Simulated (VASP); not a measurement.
# CdSe (Cadmoselite) (P6_3mc) in VASP: notebook

CdSe (Cadmoselite) is run at these levels: PBEsol+D3(BJ), PBEsol; tasks: single point.

All numbers are computed with VASP 6.6.1; they aren't measurements. Logs are shortened: lines on timing, memory, paths and dates and some standing lists are left out, and cuts for length are marked.

**What was measured.**

A printed reference work, data compilation reports, for a bulk crystal of CdSe at 2 K: band gap 1.841 eV.

The runs below are set against these values where they give the same quantity.

### Step 1. The cell of the first run

It takes space group P6_3mc (No. 186, hexagonal). The conventional cell has a = 4.300 Å, b = 4.300 Å, c = 7.020 Å, α = 90.00°, β = 90.00°, γ = 120.00°. Cd (site symmetry 3m) has 4 Se at 2.61 to 2.70 Å within 3.4 Å. Within 3.4 Å of Se (site symmetry 3m) lie 4 Cd at 2.61 to 2.70 Å.

### Step 2. Single point, PBEsol+D3(BJ)

The input, INCAR:

```
PREC     = Accurate       # precision mode
ENCUT    = 520            # plane-wave cutoff, eV
EDIFF    = 1E-7           # SCF threshold, eV
ISMEAR   = -1             # smearing method
SIGMA    = 0.05           # smearing width, eV
LREAL    = False          # projectors in reciprocal space
LASPH    = True           # aspherical terms in the spheres
NELM     = 80             # most SCF steps
ALGO     = Normal         # electronic algorithm
ISIF     = 2              # what is computed and relaxed
LWAVE    = False          # write WAVECAR
LCHARG   = False          # write CHGCAR
GGA      = PS             # functional
IVDW     = 12             # dispersion correction
NBANDS   = 26             # bands
```

The input, KPOINTS:

```
Automatic mesh
0
Gamma
  7 7 4
```

The input, POSCAR:

```
CdSe
1.0
    4.3000000000      0.0000000000      0.0000000000
   -2.1500000000      3.7239092363      0.0000000000
    0.0000000000      0.0000000000      7.0200000000
Cd Se
2 2
Direct
    0.6666666667      0.3333333333      0.5000000000
    0.3333333333      0.6666666667      0.0000000000
    0.6666666667      0.3333333333      0.8850000000
    0.3333333333      0.6666666667      0.3850000000
```

Potentials or basis: VASP PAW PBE potentials, release 64 (Cd, Se).

Started as:

```sh
cat potpaw_PBE.64/Cd/POTCAR potpaw_PBE.64/Se/POTCAR > POTCAR
mpirun -np 1 vasp_std > vasp.out
```

OUTCAR:

```text
PREC = Accurate
   ENCUT = 520
   EDIFF = 1E-7
   ISMEAR = -1
   LREAL = False
   LASPH = True
   NELM = 80
   ISIF = 2
   GGA = PS
   IVDW = 12
 IVDW          = 12

 ion  position               nearest neighbor table
   1  0.667  0.333  0.500-   4 2.61   4 2.61   4 2.61   3 2.70
   2  0.333  0.667  0.000-   3 2.61   3 2.61   3 2.61   4 2.70
   3  0.667  0.333  0.885-   2 2.61   2 2.61   2 2.61   1 2.70
   4  0.333  0.667  0.385-   1 2.61   1 2.61   1 2.61   2 2.70

  LATTYP: Found a hexagonal cell.
 ALAT       =     4.3000000000
 C/A-ratio  =     1.6325581395

  Lattice vectors:

 A1 = (   4.3000000000,   0.0000000000,   0.0000000000)
 A2 = (  -2.1500000000,   3.7239092363,   0.0000000000)
 A3 = (   0.0000000000,   0.0000000000,   7.0200000000)

Analysis of symmetry for initial positions (statically):
=====================================================================
 Subroutine PRICEL returns:
 Original cell was already a primitive cell.

 Routine SETGRP: Setting up the symmetry group for a
 hexagonal supercell.

 Subroutine GETGRP returns: Found 12 space group operations
 (whereof  6 operations were pure point group operations)
 out of a pool of 24 trial point group operations.

The static configuration has the point symmetry C_3v.
 The point group associated with its full space group is C_6v.

Analysis of symmetry for dynamics (positions and initial velocities):
=====================================================================
 Subroutine PRICEL returns:
 Original cell was already a primitive cell.

 Routine SETGRP: Setting up the symmetry group for a
 hexagonal supercell.

 Subroutine GETGRP returns: Found 12 space group operations
 (whereof  6 operations were pure point group operations)
 out of a pool of 24 trial point group operations.

The dynamic configuration has the point symmetry C_3v.
 The point group associated with its full space group is C_6v.

 Subroutine INISYM returns: Found 12 space group operations
 (whereof  6 operations are pure point group operations),
 and found     1 'primitive' translations

----------------------------------------------------------------------------------------

                                     Primitive cell

  volume of cell :     112.4099

  direct lattice vectors                    reciprocal lattice vectors
     4.300000000  0.000000000  0.000000000     0.232558140  0.134267504  0.000000000
    -2.150000000  3.723909236  0.000000000     0.000000000  0.268535009  0.000000000
     0.000000000  0.000000000  7.020000000     0.000000000  0.000000000  0.142450142

  length of vectors
     4.300000000  4.300000000  7.020000000     0.268535009  0.268535009  0.142450142

  position of ions in fractional coordinates (direct lattice)
     0.666666667  0.333333333  0.500000000
     0.333333333  0.666666667  0.000000000
     0.666666667  0.333333333  0.885000000
     0.333333333  0.666666667  0.385000000

  ion indices of the primitive-cell ions
   primitive index   ion index
                 1           1
                 2           2
                 3           3
                 4           4

----------------------------------------------------------------------------------------

 KPOINTS: Automatic mesh

Automatic generation of k-mesh.
 Grid dimensions read from file:
 generate k-points for:    7    7    4

 Generating k-lattice:

  Cartesian coordinates                     Fractional coordinates (reciprocal lattice)
     0.033222591  0.019181072  0.000000000     0.142857143  0.000000000  0.000000000
     0.000000000  0.038362144  0.000000000     0.000000000  0.142857143  0.000000000
     0.000000000  0.000000000  0.035612536     0.000000000  0.000000000  0.250000000

  Length of vectors
     0.038362144  0.038362144  0.035612536

  Shift w.r.t. Gamma in fractional coordinates (k-lattice)
     0.000000000  0.000000000  0.000000000

 Subroutine IBZKPT returns following result:
 ===========================================

 Found     24 irreducible k-points:

 Following reciprocal coordinates:
            Coordinates               Weight
  0.000000  0.000000  0.000000      1.000000
  0.142857  0.000000  0.000000      6.000000
  0.285714 -0.000000  0.000000      6.000000
  0.428571 -0.000000  0.000000      6.000000
  0.142857  0.142857  0.000000      6.000000
  0.285714  0.142857  0.000000     12.000000
[... 16 lines left out ...]
  0.428571  0.142857  0.500000      6.000000
  0.285714  0.285714  0.500000      6.000000
   k-points           NKPTS =     24   k-points in BZ     NKDIM =     24   number of bands    NBANDS=     26
   number of dos      NEDOS =    301   number of ions     NIONS =      4
   total plane-waves  NPLWV =  55296
   dimension x,y,z NGX =    32 NGY =   32 NGZ =   54
   dimension x,y,z NGXF=    64 NGYF=   64 NGZF=  108
   ions per type =               2   2
   NGX,Y,Z   is equivalent  to a cutoff of  12.37, 12.37, 12.79 a.u.
   NGXF,Y,Z  is equivalent  to a cutoff of  24.74, 24.74, 25.58 a.u.
 SYSTEM =  unknown system
   PREC   = accura    normal or accurate (medium, high low for compatibility)
   ISTART =      0    job   : 0-new  1-cont  2-samecut
   ICHARG =      2    charge: 1-file 2-atom 10-const
   ISPIN  =      1    spin polarized calculation?
   LNONCOLLINEAR =      F non collinear calculations
   LSORBIT =      F    spin-orbit coupling
   LASPH  =      T    aspherical Exc in radial PAW
   ENCUT  =  520.0 eV  38.22 Ry    6.18 a.u.   8.00  8.00 13.05*2*pi/ulx,y,z
   NELM   =     80;   NELMIN=  2; NELMDL= -5     # of ELM steps
   EDIFF  = 0.1E-06   stopping-criterion for ELM
   LREAL  =      F    real-space projection
   EDIFFG = 0.1E-05   stopping-criterion for IOM
   NSW    =      0    number of steps for IOM
   IBRION =     -1    ionic relax: 0-MD 1-quasi-New 2-CG
   NFREE  =      0    steps in history (QN), initial steepest desc. (CG)
   ISIF   =      2    stress and relaxation
   ISYM   =      2    0-nonsym 1-usesym 2-fastsym
   POTIM  = 0.5000    time-step for ionic-motion
   TEBEG  =    0.0;   TEEND  =   0.0 temperature during run
   PSTRESS=    0.0 pullay stress
   NELECT =      36.0000    total number of electrons
   NUPDOWN=      -1.0000    fix difference up-down
   EMIN   =  10.00;   EMAX   =-10.00  energy-range for DOS
   EFERMI =   0.00;   METHOD = LEGACY
   ISMEAR =    -1;   SIGMA  =   0.05  broadening in eV -4-tet -1-fermi 0-gaus
   EFERMI_NEDOS =   21; number of points for ismear=-14 and -15
   IALGO  =     38    algorithm
   IMIX   =      4    mixing-type and parameters
     AMIX     =   0.40;   BMIX     =  1.00
     AMIX_MAG =   1.60;   BMIX_MAG =  1.00
  volume/ion in A,a.u.               =      28.10       189.64
  Fermi-wavevector in a.u.,A,eV,Ry     =   1.120059  2.116604 17.068937  1.254531
  Thomas-Fermi vector in A             =   2.256702
   LORBIT       =      0    0 simple, 1 ext, 2 COOP (PROOUT), +10 PAW based schemes
   GGA     = PS    functional components
   LHFCALC =     F    Hartree Fock is set to
   AEXX    =    0.0000 exact exchange contribution
   IVDW    =    12    specifies the selected vdW correction
   LEPSILON=     F    determine dielectric tensor
   LRPA    =     F    only Hartree local field effects (RPA)
 non-spin polarized calculation
  energy-cutoff  :      520.00
  volume of cell :      112.41
 maximum number of plane-waves:      3042
 NGX is ok and might be reduce to    32
   NGX = 15   NGY = 15   NGZ = 27

 number of electron      35.9999998 magnetization

 Free energy of the ion-electron system (eV)
  ---------------------------------------------------
  ext. energy  EPLUGINS =         0.00000000
  ---------------------------------------------------
  free energy    TOTEN  =       -12.33060367 eV

  energy without entropy =      -12.33056032  energy(sigma->0) =      -12.33058199

 E-fermi :   1.1298     XC(G=0):  -9.0935

 val. band max:        0.8067928264   @ k =   0.0000   0.0000   0.0000
 cond. band min:       1.3860262968   @ k =   0.0000   0.0000   0.0000
 fundamental gap:      0.5792334704
 Fermi energy:         1.1297518105

 k-point     1 :       0.0000    0.0000    0.0000
  band No.  band energies     occupation
      1     -11.8173      2.00000
      2     -11.4436      2.00000
      3      -7.1082      2.00000
      4      -7.1082      2.00000
      5      -7.0524      2.00000
      6      -7.0524      2.00000
[... 18 lines left out ...]
     25       7.7269      0.00000
     26       8.4037      0.00000

 k-point     2 :       0.1429    0.0000    0.0000
  band No.  band energies     occupation
      1     -11.7531      2.00000
      2     -11.4124      2.00000
      3      -7.0816      2.00000
      4      -7.0715      2.00000
      5      -7.0234      2.00000
      6      -7.0188      2.00000
[... 18 lines left out ...]
     25       8.0287      0.00000
     26       8.2167      0.00000

 k-point     3 :       0.2857   -0.0000    0.0000
  band No.  band energies     occupation
      1     -11.5994      2.00000
      2     -11.3493      2.00000
      3      -7.0284      2.00000
      4      -7.0147      2.00000
      5      -6.9426      2.00000
      6      -6.9180      2.00000
[... 18 lines left out ...]
     25       8.3624      0.00000
     26       8.7327      0.00000

 k-point     4 :       0.4286   -0.0000    0.0000
  band No.  band energies     occupation
      1     -11.4576      2.00000
      2     -11.3151      2.00000
      3      -6.9959      2.00000
      4      -6.9939      2.00000
      5      -6.8829      2.00000
      6      -6.8364      2.00000
[... 18 lines left out ...]
     25       8.6220      0.00000
     26       9.8863      0.00000
[... 496 lines left out ...]
      1     -11.4000      2.00000
      2     -11.4000      2.00000
      3      -6.9631      2.00000
      4      -6.9631      2.00000
      5      -6.9378      2.00000
      6      -6.9378      2.00000
[... 18 lines left out ...]
     25       8.4762      0.00000
     26       8.4762      0.00000

 k-point    23 :       0.4286    0.1429    0.5000
  band No.  band energies     occupation
      1     -11.3553      2.00000
      2     -11.3553      2.00000
      3      -6.9440      2.00000
      4      -6.9440      2.00000
      5      -6.9296      2.00000
      6      -6.9296      2.00000
[... 18 lines left out ...]
     25       9.1100      0.00000
     26       9.1100      0.00000

 k-point    24 :       0.2857    0.2857    0.5000
  band No.  band energies     occupation
      1     -11.3450      2.00000
      2     -11.3450      2.00000
      3      -6.9360      2.00000
      4      -6.9360      2.00000
      5      -6.9167      2.00000
      6      -6.9167      2.00000
[... 18 lines left out ...]
     25       8.7788      0.00000
     26       8.7788      0.00000

------------------------ aborting loop because EDIFF is reached ----------------------------------------

 Edisp (eV)   -1.17876

 E8    (eV) :    -0.7707

  FORCE on cell =-STRESS in cart. coord.  units (eV):
  Direction    XX          YY          ZZ          XY          YZ          ZX
  --------------------------------------------------------------------------------------
  -------------------------------------------------------------------------------------
  Total      -0.39569    -0.39569    -1.70895     0.00000     0.00000     0.00000
  in kB      -5.63974    -5.63974   -24.35765     0.00000     0.00000     0.00000
  external pressure =      -11.88 kB  Pullay stress =        0.00 kB

 VOLUME and BASIS-vectors are now :
 -----------------------------------------------------------------------------
  energy-cutoff  :      520.00
  volume of cell :      112.41
      direct lattice vectors                 reciprocal lattice vectors
     4.300000000  0.000000000  0.000000000     0.232558140  0.134267504  0.000000000
    -2.150000000  3.723909236  0.000000000     0.000000000  0.268535009  0.000000000
     0.000000000  0.000000000  7.020000000     0.000000000  0.000000000  0.142450142

 POSITION                                       TOTAL-FORCE (eV/Angst)
 -----------------------------------------------------------------------------------
      2.15000      1.24130      3.51000         0.000000     -0.000000      0.275128
     -0.00000      2.48261      0.00000        -0.000000      0.000000      0.275128
      2.15000      1.24130      6.21270         0.000000      0.000000     -0.275128
     -0.00000      2.48261      2.70270        -0.000000      0.000000     -0.275128
 -----------------------------------------------------------------------------------
    total drift:                               -0.000000     -0.000000      0.000111

  FREE ENERGIE OF THE ION-ELECTRON SYSTEM (eV)
  ---------------------------------------------------
  free  energy   TOTEN  =       -13.5093683380 eV

  energy  without entropy=      -13.5093249903  energy(sigma->0) =      -13.50934666
```

Run time: 40 s. Hardware: 1 thread of AMD EPYC 9R45 (Zen 5), shared host; peak memory 0.22 GiB.

Results:

```
Free energy                : -13.5094 eV
Pressure                   : -1.2 GPa
Largest force              : 0.275 eV/Å
Band gap on the k mesh     : 0.58 eV, direct
Dispersion energy per atom : -0.295 eV
```

Forces on the atoms (eV/Å):
```
Cd   0.000  0.000  0.275
Cd   0.000  0.000  0.275
Se   0.000  0.000 -0.275
Se   0.000  0.000 -0.275
```

Caveat: three body term missing; the PAW data sets were made with another functional, which shifts forces and pressure a little.

(Continued in part 2 of 3.)
